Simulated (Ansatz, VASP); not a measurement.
## One calculation of P, two programs

```
P
1.0
    -1.37184    1.37184    1.37184
     1.37184   -1.37184    1.37184
     1.37184    1.37184   -1.37184
P
1
Direct
  0.00000 0.00000 0.00000
```

Change from the starting cell: volume scaled by 0.76, PAW files.

Alike in both runs: task single point; functional LDA; k mesh 17 × 17 × 17; occupations fermi-dirac, width 0.05 eV; no spin polarisation.

|  | VASP | Ansatz |
| --- | --- | --- |
| version | VASP 6.6.1 | Ansatz 0.2.0 |
| potentials or method | VASP PAW LDA potentials, release 64 (P) | PAW with Ansatz's default frozen-core files, scalar-relativistic |
| plane-wave cutoff (eV) | 520 | 420 |
| valence electrons in the cell | 5 | 5 |

Ansatz gave:

```
pressure (GPa) : 52.1
```

What did VASP give for the same quantities?

Pressure (GPa): 51.5.

Caveats: so large a pressure means that the cell lies far from this level's equilibrium, or that cutoff or potentials fall short (VASP).
